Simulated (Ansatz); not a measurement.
The system is V.

```xyz
1
Lattice="-1.5144 1.5144 1.5144 1.5144 -1.5144 1.5144 1.5144 1.5144 -1.5144" Properties=species:S:1:pos:R:3 pbc="T T T"
V     0.0000    0.0000    0.0000
```

| Quantity | Value |
| --- | --- |
| Program | Ansatz 0.2.0 |
| Task | relaxation of cell and atoms |
| Functional | PBE |
| Potentials or basis | all-electron LAPW, scalar-relativistic |
| Basis error allowed | 0.001 eV/atom |
| k mesh | 12 × 12 × 12 |
| Occupations | fermi-dirac, width 0.05 eV |
| Spin | collinear spin, ferromagnetic start |
| Starting moments | [2.0] μB |

At the start: volume 13.89 Å³/atom.

Problem. How do energy, volume and symmetry change on relaxing?

Solution. Over 4 steps the energy falls by 7.5 meV/atom and the volume is 13.46 Å³/atom (-3.1 %); space group Im-3m (No. 229, to 0.05 Å); moment 0.00 μB per cell.

The path:
```tsv
step	energy change (eV)	largest force (eV/Å)	volume (Å³)
1	0.0000	0.0000	13.89
2	-0.0074	0.0000	13.39
3	-0.0075	0.0000	13.46
4	-0.0075	0.0000	13.46
```

Final structure:
```xyz
1
Lattice="-1.4985 1.4985 1.4985 1.4985 -1.4985 1.4985 1.4985 1.4985 -1.4985" Properties=species:S:1:pos:R:3 pbc="T T T"
V     0.0000    0.0000    0.0000
```

Caveat: the starting moments weren't kept.
